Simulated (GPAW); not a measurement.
Co:

```xyz
2
Lattice="2.4720 0.0000 0.0000 -1.2360 2.1408 0.0000 0.0000 0.0000 4.0211" Properties=species:S:1:pos:R:3 pbc="T T T"
Co    1.2360    0.7136    3.0159
Co    0.0000    1.4272    1.0053
```

| Property | Result |
| --- | --- |
| Program | GPAW 26.7.0 |
| Task | single point |
| Functional | PBE |
| Potentials or basis | GPAW PAW data sets (gpaw-data 1.2.1) |
| Cutoff | 600 eV |
| Basis | pw |
| k mesh | 12 × 12 × 7 |
| Occupations | fermi-dirac, width 0.05 eV |
| Spin | collinear spin, ferromagnetic start |
| Starting moments | [2.0, 2.0] μB |

On this cell: pressure 4.8 GPa; largest force under 0.003 eV/Å; net moment 3.21 μB per cell; site moments Co +1.68 μB; band gap on the k mesh none (metal or under the smearing width).

The same run follows on a disturbed copy (atoms moved at random, drawn with an rms of 0.05 Å):

```xyz
2
Lattice="2.4720 0.0000 0.0000 -1.2360 2.1408 0.0000 0.0000 0.0000 4.0211" Properties=species:S:1:pos:R:3 pbc="T T T"
Co    1.2570    0.6694    2.9866
Co    0.0418    1.3977    0.9655
```

**Question.** What changes?

**Answer.** The energy (extrapolated to zero smearing) moves by +0.6 meV/atom; pressure 4.9 GPa; largest force 0.099 eV/Å; net moment 3.21 μB per cell; site moments Co +1.68 μB; band gap on the k mesh none (metal or under the smearing width).

Forces in eV/Å, atoms in the order of the input:
```
Co   0.054  0.039 -0.074
Co  -0.054 -0.038  0.074
```

Stress tensor (GPa, compression positive):
```
 5.46 -0.44 -0.04
-0.44  6.07 -0.03
-0.04 -0.03  3.06
```
